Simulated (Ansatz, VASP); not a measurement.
# One calculation of TaN, two programs

INCAR

```
SYSTEM = TaN
PREC     = Accurate       ! precision mode
ENCUT    = 520            ! plane-wave cutoff, eV
EDIFF    = 1E-6           ! SCF threshold, eV
ISMEAR   = 0              ! smearing method
SIGMA    = 0.05           ! smearing width, eV
LREAL    = .False.        ! projectors in reciprocal space
LASPH    = .True.         ! aspherical terms in the spheres
NELM     = 150            ! most SCF steps
ALGO     = Normal         ! electronic algorithm
ISIF     = 2              ! what is computed and relaxed
LWAVE    = .False.        ! write WAVECAR
LCHARG   = .False.        ! write CHGCAR
ISPIN    = 2              ! spin polarisation
MAGMOM   = 0.02 0.02 0 0  ! initial moments
LORBIT   = 11             ! projections on sites
LMAXMIX  = 4              ! l up to which the mixer works
LDAU     = .True.         ! DFT+U
LDAUTYPE = 2            
LDAUL    = 2 -1           ! shell
LDAUU    = 6 0            ! U, eV
LDAUJ    = 0 0          
LDAUPRINT= 1            
GGA      = PE             ! functional
NBANDS   = 28             ! bands
```

Contents of KPOINTS:

```
Automatic mesh
0
Gamma
  7 7 4
  0 0 0
```

The input POSCAR:

```
TaN
1.0
    3.0500020400      0.0000000000      0.0000000000
   -1.5250010200      2.6413792500      0.0000000000
    0.0000000000      0.0000000000      4.9400015300
Ta N
2 2
Direct
    0.3333333333      0.6666666667      0.0000000000
    0.6666666667      0.3333333333      0.5000000000
    0.3333333333      0.6666666667      0.3850000000
    0.6666666667      0.3333333333      0.8850000000
```

Input for Ansatz:

```yaml
crystal:
  lattice:
    - [3.05000204, 0.0, 0.0]
    - [-1.52500102, 2.64137925, 0.0]
    - [0.0, 0.0, 4.94000153]
  atoms:
    - { symbol: Ta, position: [0.3333333333, 0.6666666667, 0.0], spin: 2.0 }
    - { symbol: Ta, position: [0.6666666667, 0.3333333333, 0.5], spin: 2.0 }
    - { symbol: "N", position: [0.3333333333, 0.6666666667, 0.385] }
    - { symbol: "N", position: [0.6666666667, 0.3333333333, 0.885] }
basis:
  ecutwfc: 420
  ecutrho_ratio: 4
kpoints:
  mp_grid: { grid: [7, 7, 4] }
hamiltonian:
  xc: pbe
  hubbard:
    sites:
      - { site: 0, l: d, u_eff: 6.0, starting_ns: [{ spin: up, occupation_matrix: s0up }, { spin: down, occupation_matrix: s0down }] }
      - { site: 1, l: d, u_eff: 6.0, starting_ns: [{ spin: up, occupation_matrix: s1up }, { spin: down, occupation_matrix: s1down }] }
    occupation_matrices:
      s0up:
        matrix:
          - [0.97, 0.0, 0.0, 0.0, 0.0]
          - [0.0, 0.97, 0.0, 0.0, 0.0]
          - [0.0, 0.0, 0.02, 0.0, 0.0]
          - [0.0, 0.0, 0.0, 0.02, 0.0]
          - [0.0, 0.0, 0.0, 0.0, 0.02]
      s0down:
        matrix:
          - [0.02, 0.0, 0.0, 0.0, 0.0]
          - [0.0, 0.02, 0.0, 0.0, 0.0]
          - [0.0, 0.0, 0.02, 0.0, 0.0]
          - [0.0, 0.0, 0.0, 0.02, 0.0]
          - [0.0, 0.0, 0.0, 0.0, 0.02]
      s1up:
        matrix:
          - [0.97, 0.0, 0.0, 0.0, 0.0]
          - [0.0, 0.97, 0.0, 0.0, 0.0]
          - [0.0, 0.0, 0.02, 0.0, 0.0]
          - [0.0, 0.0, 0.0, 0.02, 0.0]
          - [0.0, 0.0, 0.0, 0.0, 0.02]
      s1down:
        matrix:
          - [0.02, 0.0, 0.0, 0.0, 0.0]
          - [0.0, 0.02, 0.0, 0.0, 0.0]
          - [0.0, 0.0, 0.02, 0.0, 0.0]
          - [0.0, 0.0, 0.0, 0.02, 0.0]
          - [0.0, 0.0, 0.0, 0.0, 0.02]
    ns_hold: { iters: 12 }
scf:
  occupations: { method: gaussian, width: 0.05 }
  lower_state_search: "off"
  max_iter: 150
output:
  forces: true
  stress: true
  eigenvalues: true
  populations: true
  hubbard: { sites: [{ site: 0, l: d }, { site: 1, l: d }] }
magnetization:
  spin_polarized: true
```

Alike in both runs: task single point; functional PBE; k mesh 7 × 7 × 4; occupations gaussian, width 0.05 eV; collinear spin; Hubbard terms Ta d U = 6.0 eV.

|  | VASP | Ansatz |
| --- | --- | --- |
| version | VASP 6.6.1 | Ansatz 0.2.0 |
| potentials or method | VASP PAW PBE potentials, release 64 (Ta_pv, N) | scalar-relativistic, plane waves, PAW |
| plane-wave cutoff (eV) | 520 | 420 |
| valence electrons in the cell | 32 | 36 |

```tsv
	VASP	Ansatz	Ansatz less VASP
gap on the k mesh at the Fermi level (eV)	none	none	-
rms of the force components (eV/Å)	1.395	1.322	-0.0734
net moment per atom (μB)	0.00	0.04	+0.035
```

The programs project onto different local orbitals, so the same U acts differently. Atom by atom the forces differ by 0.073 eV/Å (rms over components). A gap of «none» marks a metal or a gap that the smearing closes. The two sets of potentials don't hold the same shells in valence. Ansatz warned: «filled_band_counts_differ_across_k_points».

Caveats: forces of over 1 eV/Å show positions far from the minimum, so gaps and moduli don't describe the material at rest. The state reached can hang on the start; a lower one may exist. Spin-orbit coupling is left out, which matters for the levels of Ta.
